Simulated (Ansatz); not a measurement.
Bi in Ansatz: the effect of functional

The system is Bi.

```
Bi
1.0
     3.28099    0.00000    0.00000
     0.00000    3.26404    0.00000
    -0.08151    0.00000    6.52869
Bi
2
Direct
  0.54425 0.00000 0.74958
  0.45575 0.00000 0.25042
```

This isn't the form of Bi at room conditions, which is rhombohedral.

The cell isn't the ideal one: volume scaled by 1.04.

Alike in all runs:

```yaml
Program: Ansatz 0.2.0
Task: single point
Potentials_or_basis: Ansatz PAW
k_mesh: 8 × 8 × 4
Occupations: fermi-dirac, width 0.05 eV
Spin: no spin polarisation
```

**Question.** One run gave: pressure -3.5 GPa; largest force 0.03 eV/Å. Which functional did it use?
A. r2SCAN
B. LDA
C. PBEsol

**Answer.** B.

```csv
functional,cutoff,pressure (GPa),largest force (eV/Å)
LDA,420 eV (not typed: the program's choice for these potentials),-3.5,0.03
PBEsol,420 eV (not typed: the program's choice for these potentials),-2.3,0.02
r2SCAN,500 eV (not typed: the program's choice for these potentials),-0.9,0.03
```

Caveats: the PAW data sets come from PBE, with cores solved anew for the run's functional, which leaves a small shift of forces and pressure.

Runs at the PBE level aren't shown here.
